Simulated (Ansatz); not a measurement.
LiH (Fm-3m): one-shot GW input and result

These are results of G0W0@PBE, full frequency by contour deformation, all-electron datasets in plane waves (scalar-relativistic, Gaussian nuclei) in Ansatz, not measurements.

Input files:

```yaml
crystal:
  lattice:
    - [0.0, 2.042, 2.042]
    - [2.042, 0.0, 2.042]
    - [2.042, 2.042, 0.0]
  atoms:
    - { symbol: Li, position: [0.0, 0.0, 0.0] }
    - { symbol: H, position: [0.5, 0.5, 0.5] }
basis:
  precision: f64
  xc_grid: 2
kpoints:
  mp_grid: { grid: [4, 4, 4], shift: [0, 0, 0] }
hamiltonian:
  xc: pbe
  dispersion: none
  pseudopotentials: { kind: all_electron, nuclear_model: gaussian }
magnetization:
  spin_polarized: false
scf:
  lower_state_search: "off"
  max_iter: 200
  occupations: { method: fixed }
  convergence: { dr2_threshold: "1e-10 eV" }
output: {}
gw:
  n_empty_bands: 110
  ecut_chi: 200
  ecutfock_ratio: 1
  qp_bands: [v1, c1]
  screening: { model: contour_deformation }
```

Linearised quasiparticle energies, zero at the top filled Kohn-Sham level among these points. VB is the top filled band, CB the lowest empty one. Points in brackets are given in fractions of the reciprocal vectors. A dash marks a part that wasn't solved. The wave cutoff came out at 2310 eV.

```json
{"k": "Γ", "band": "VB", "ε_KS (eV)": "-5.23", "Σx − Vxc (eV)": "-5.62", "Σc (eV)": "–", "Z": "–", "ε_QP (eV)": "–"}
{"k": "Γ", "band": "CB", "ε_KS (eV)": "15.38", "Σx − Vxc (eV)": "7.01", "Σc (eV)": "–", "Z": "–", "ε_QP (eV)": "–"}
{"k": "(0, -0.5, -0.5)", "band": "VB", "ε_KS (eV)": "0.00", "Σx − Vxc (eV)": "-3.42", "Σc (eV)": "1.65", "Z": "0.74", "ε_QP (eV)": "-1.32"}
{"k": "(0, -0.5, -0.5)", "band": "CB", "ε_KS (eV)": "3.01", "Σx − Vxc (eV)": "4.14", "Σc (eV)": "-3.59", "Z": "0.78", "ε_QP (eV)": "3.45"}
```

The gap (direct at k = (0, -0.5, -0.5)) opens from 3.01 eV to 4.76 eV.

Electronic (ion-clamped) dielectric constant on this mesh, from the head of the inverse dielectric matrix: 5.1.

The cell is a model at fixed atoms and needn't be the relaxed known crystal. The mesh is coarse, so these are values at the stated settings, not converged ones. Band sums or response are cut, so the gap isn't at its basis limit. The gap is read on the mesh, and the crystal's band edges can lie off it. Meshes this coarse can overestimate the dielectric constant by a tenth and more.
